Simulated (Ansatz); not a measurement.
# TePb (Pm-3m) in Ansatz: reference runs

How does TePb come out in PBE? The cell is run as given and disturbed.

Program: Ansatz 0.2.0. These are calculated values, not measurements. Logs are shortened: lines on timing, memory, paths and dates and some standing lists are left out, and cuts for length are marked.

### Step 1. Starting point

Symmetry: Pm-3m, No. 221, cubic system. Conventional cell: a = 4.002 Å, b = 4.002 Å, c = 4.002 Å, α = 90.00°, β = 90.00°, γ = 90.00°. Pb (site symmetry m-3m) has 8 Te at 3.47 Å as nearest neighbours. Around Te (site symmetry m-3m) lie 8 Pb at 3.47 Å.

Measurements of this composition are mostly on another form, of space group No. 225.

### Step 2. Single point, PBE

input.yaml reads:

```yaml
crystal:
  lattice:
    - [4.002287, 0.0, 0.0]
    - [0.0, 4.002287, 0.0]
    - [0.0, 0.0, 4.002287]
  atoms:
    - { symbol: Pb, position: [0.0, 0.0, 0.0] }
    - { symbol: Te, position: [0.5, 0.5, 0.5] }
hamiltonian:
  xc: pbe
  pseudopotentials: { kind: paw }
kpoints:
  mp_grid: { grid: [7, 7, 7] }
scf:
  occupations: { method: fermi_dirac, width: 0.05 }
output:
  forces: true
  stress: true
  eigenvalues: true
```

Potentials or basis: Ansatz PAW.

On the command line:

```sh
$ ansatz run input.yaml --threads 1 --pin off --max-ram 2560MiB --backend cpu --events-out ev --progress --plain --runs-dir out
```

Output:

```text
Warning: RAYON_NUM_THREADS=1 ignored (pool sized by the plan → 1); use --threads N
Engine: ansatz 0.2.0, aarch64-unknown-linux-gnu
Pseudopotentials: kind: paw
Pseudopotential: Pb, paw, valence charge 14, recommended cutoff 420 eV (normal), Pb.paw.azcp
Pseudopotential: Te, paw, valence charge 16, recommended cutoff 420 eV (normal), Te.paw.azcp
Functional definition: PBE
  parameter kappa = 0.804
  parameter beta = 0.06672455060314922
  exchange = pbe_x(kappa = kappa, mu = beta*pi^2/3)
  correlation = pbe_c(beta = beta)
Crystal: 2 atoms, lattice volume = 64.110 Å³
Basis set: ecut = 420 eV, 1237 PW (Γ), exchange–correlation on 54×54×54 points (8 copies of the dense FFT grid, shifted against one another)
Bands: 19, of which v1, the nominal top of the filled ones, is band 15 counted from 1 (14 counted from 0)
Symmetry: 48 space group operations
Space group: Pm-3m (ITA 221), of the structure as read, at distance tolerance 4.0e-5 Å
k-points: 20 of 343
Non-local potential: Pb, projectors of the file, l = 0: 2, l = 1: 2, l = 2: 2, l = 3: 2
Non-local potential: Te, projectors of the file, l = 0: 2, l = 1: 2, l = 2: 2, l = 3: 2
PAW form: soft (Blöchl's): semilocal exchange-correlation on the pseudo side does not see the compensation charge
PAW one-centre angular grid: Pb, 590 points (default); XC on 64 Gauss nodes
PAW one-centre angular grid: Te, 590 points (default); XC on 64 Gauss nodes
Initial density: superposition of atomic densities (neutral atoms: chi_scale 0, normalization atom), corrected by the library's trained network
Initial wavefunctions: pseudopotential atomic-orbital guess
Functional: x = pbe(κ = 0.804, μ = 0.2195149727645171), c = pbe(β = 0.06672455060314922)
SCF iter   1: F=—  HF=-18886.725731 eV  |F-HF|=—  |Δ(HF+E_count)|=         —  Δρ=7.36e-4  dr2=2.05e-4  ethr=1.77e-3  ⟨swp⟩=6.6  Hψ=1957  notcnv=0
preconditioner: auto → Kerker (q_TF=auto, 2.404 Å⁻¹)  [metal: Δε(μ)=0.074 eV  Ē_g=14.694 eV  σ=0.050 eV  W_gap=0.32  n_scr=18 (ndim 8)  ℏωp=20.7 eV  f_vac=0.000  D(μ)=1.76/eV (n_scr^D=18)]
SCF iter   2: F=—  HF=-18886.724406 eV  |F-HF|=—  |Δ(HF+E_count)|=   1.33e-3  Δρ=4.92e-4  dr2=1.15e-4  ethr=6.82e-7  ⟨swp⟩=3.4  Hψ=1032  notcnv=0
SCF iter   3: F=—  HF=-18886.724504 eV  |F-HF|=—  |Δ(HF+E_count)|=   9.80e-5  Δρ=2.27e-4  dr2=2.21e-5  ethr=3.84e-7  ⟨swp⟩=2.6  Hψ=578  notcnv=0
SCF iter   4: F=—  HF=-18886.724579 eV  |F-HF|=—  |Δ(HF+E_count)|=   7.55e-5  Δρ=9.95e-5  dr2=4.65e-6  ethr=7.35e-8  ⟨swp⟩=2.2  Hψ=515  notcnv=0
SCF iter   5: F=—  HF=-18886.724588 eV  |F-HF|=—  |Δ(HF+E_count)|=   8.29e-6  Δρ=2.65e-5  dr2=3.42e-7  ethr=1.55e-8  ⟨swp⟩=2.0  Hψ=482  notcnv=0
SCF iter   6: F=—  HF=-18886.724588 eV  |F-HF|=—  |Δ(HF+E_count)|=   3.04e-7  Δρ=1.31e-5  dr2=1.27e-7  ethr=3.33e-10  ⟨swp⟩=6.2  Hψ=1771  notcnv=0
SCF iter   7: F=-18886.724588 eV  HF=-18886.724588 eV  |F-HF|=3.42e-8  |Δ(HF+E_count)|=   6.42e-8  Δρ=5.94e-6  dr2=2.87e-8  ethr=3.33e-10  ⟨swp⟩=4.1  Hψ=1272  notcnv=0
SCF 1 converged in 7 iterations: F = -18886.724588 eV  dr2 = 2.87e-8
SCF converged after 7 iterations
Free energy (F): -18886.724588 eV
Harris-Foulkes:  -18886.724588 eV  (|F-HF|=3.42e-8)
Internal energy: -18886.711029 eV  (E = F + TS)
E sigma→0 (E₀):  -18886.717809 eV
Entropy (-TS):   -0.013558 eV (-6.779 meV/atom)
Fermi energy:    9.623475 eV
--- Per-component energies (eV) ---
  E_band       = -294.981974
  E_kinetic    = 466.946212
  E_local      = -2204.012841  (includes V_loc(G=0)·N_el)
  E_nonlocal   = 39.526304
  E_hartree    = 1175.246082
  E_xc         = -345.000180
  E_vxc        = -236.345434  (∫ρ·V_xc dr)
  E_paw        = -15066.071412  (= ΣΔE_a)
  E_vpaw       = -711.577000  (= ΣTr[D̂ρ^β])
  E_aug_tail   = -0.000127  (compensation charges beyond the density's cutoff)
  E_ewald      = -2953.345067
  E_smearing   = -0.013558  (= −TS)
  E_closure    = 0.000000  (closes the sum)
  Σ components = -18886.724588   (vs F -18886.724588, Δ=0.00e0)
--- Forces (eV/Å), atoms counted from 1 ---
  atom   1  Pb     0.00000000     0.00000000     0.00000000
  atom   2  Te     0.00000000     0.00000000    -0.00000000
  max |Σ_I F_I| component: 2.10e-30 eV/Å
--- Stress (GPa, compression-positive) ---
       -0.003252       0.000000       0.000000
        0.000000      -0.003252      -0.000000
        0.000000      -0.000000      -0.003252
  P = ⅓ Tr σ = -0.0033 GPa (-0.033 kbar)
--- Band table (eV; the first three rows and the last of 20) ---
  k-point 0: bands = ["-26.6740", "-26.6740", "-26.6720", "-26.6720", "-26.6720", "-7.5406", "-7.5406", "-7.4577", "-7.4577", "-7.4577", "-2.5338", "2.8538", "8.0592", "8.0592", "8.0592", "13.6493", "13.6493", "14.8639", "14.8639"]
  k-point 1: bands = ["-26.6740", "-26.6732", "-26.6721", "-26.6721", "-26.6719", "-7.5400", "-7.5276", "-7.4626", "-7.4626", "-7.4574", "-2.3722", "2.5212", "7.9293", "8.2403", "8.2403", "13.5164", "13.7970", "14.3531", "14.3531"]
  k-point 2: bands = ["-26.6739", "-26.6725", "-26.6725", "-26.6719", "-26.6716", "-7.5385", "-7.4985", "-7.4733", "-7.4733", "-7.4567", "-1.9141", "1.6622", "8.0242", "8.7421", "8.7421", "11.7368", "13.1934", "13.1934", "14.2287"]
  k-point 19: bands = ["-26.6737", "-26.6737", "-26.6737", "-26.6683", "-26.6683", "-7.5097", "-7.5080", "-7.5080", "-7.4342", "-7.4342", "-0.1623", "2.3193", "6.7064", "6.9935", "6.9935", "9.0141", "9.0141", "9.7820", "21.4854"]
```

It took 3.4 s on 1 thread of Arm Neoverse N1, shared host; peak memory 0.31 GiB.

What came out:

* Free energy: -18886.7246 eV
* Pressure: 0.0 GPa
* Band gap on the k mesh: none (metal or under the smearing width)

The run has no spin-orbit coupling, so splittings on Pb, Te are missing.

### Step 3. Single point, PBE (atoms moved at random, drawn with an rms of 0.05 Å)

Edit input.yaml of step 2 so:

```diff
@@ -6,4 +6,4 @@
   atoms:
-    - { symbol: Pb, position: [0.0, 0.0, 0.0] }
-    - { symbol: Te, position: [0.5, 0.5, 0.5] }
+    - { symbol: Pb, position: [-0.009609, 0.007594, -0.010277] }
+    - { symbol: Te, position: [0.483335, 0.497093, 0.499341] }
 hamiltonian:
```

Potentials or basis: Ansatz PAW.

On the command line:

```sh
$ ansatz run input.yaml --threads 1 --pin off --max-ram 2560MiB --backend cpu --events-out ev --progress --plain --runs-dir out
```

Output:

```text
Warning: RAYON_NUM_THREADS=1 ignored (pool sized by the plan → 1); use --threads N
[... 9 set-up lines as earlier in the session ...]
Crystal: 2 atoms, lattice volume = 64.110 Å³
[... 31 lines left out ...]
  E_kinetic    = 466.974747
  E_local      = -2204.902324  (includes V_loc(G=0)·N_el)
  E_nonlocal   = 39.529743
  E_hartree    = 1175.692768
  E_xc         = -345.009783
  E_vxc        = -236.358548  (∫ρ·V_xc dr)
  E_paw        = -15066.078910  (= ΣΔE_a)
  E_vpaw       = -711.589718  (= ΣTr[D̂ρ^β])
  E_aug_tail   = -0.000136  (compensation charges beyond the density's cutoff)
  E_ewald      = -2952.918572
  E_smearing   = -0.013326  (= −TS)
  E_closure    = 0.000000  (closes the sum)
  Σ components = -18886.725792   (vs F -18886.725792, Δ=0.00e0)
--- Forces (eV/Å), atoms counted from 1 ---
  atom   1  Pb     0.01655633     0.02459474    -0.02253900
  atom   2  Te    -0.01655277    -0.02458927     0.02253382
  max |Σ_I F_I| component: 5.46e-6 eV/Å
--- Stress (GPa, compression-positive) ---
        0.037440       0.013660      -0.012528
        0.013660       0.041159      -0.018561
       -0.012528      -0.018561       0.040064
  P = ⅓ Tr σ = 0.0396 GPa (0.396 kbar)
--- Band table (eV; the first three rows and the last of 172) ---
  k-point 0: bands = ["-26.6737", "-26.6737", "-26.6719", "-26.6716", "-26.6716", "-7.5395", "-7.5394", "-7.4567", "-7.4567", "-7.4565", "-2.5368", "2.8571", "8.0565", "8.0597", "8.0616", "13.6162", "13.6274", "14.8715", "14.8883"]
  k-point 1: bands = ["-26.6737", "-26.6730", "-26.6720", "-26.6718", "-26.6716", "-7.5388", "-7.5265", "-7.4615", "-7.4614", "-7.4563", "-2.3751", "2.5243", "7.9286", "8.2386", "8.2416", "13.5045", "13.7528", "14.3544", "14.3989"]
  k-point 2: bands = ["-26.6737", "-26.6723", "-26.6721", "-26.6716", "-26.6713", "-7.5373", "-7.4973", "-7.4723", "-7.4722", "-7.4556", "-1.9173", "1.6650", "8.0226", "8.7396", "8.7419", "11.7388", "13.1835", "13.1989", "14.2414"]
  k-point 171: bands = ["-26.6728", "-26.6727", "-26.6724", "-26.6719", "-26.6696", "-7.5164", "-7.4901", "-7.4857", "-7.4655", "-7.4635", "-1.0868", "1.0222", "7.1919", "8.1615", "8.6614", "11.1329", "11.9236", "13.5721", "16.1858"]
```

Run time: 34 s. Hardware: 1 thread of Arm Neoverse N1, shared host; peak memory 0.48 GiB.

Results:

- Free energy: -18886.7258 eV
- Pressure: 0.0 GPa
- Largest force: 0.037 eV/Å
- Band gap on the k mesh: none (metal or under the smearing width)

Forces in eV/Å, atoms in the order of the input:
```
Pb   0.017  0.025 -0.023
Te  -0.017 -0.025  0.023
```

Spin-orbit coupling is left out, which matters for the levels of Pb, Te.
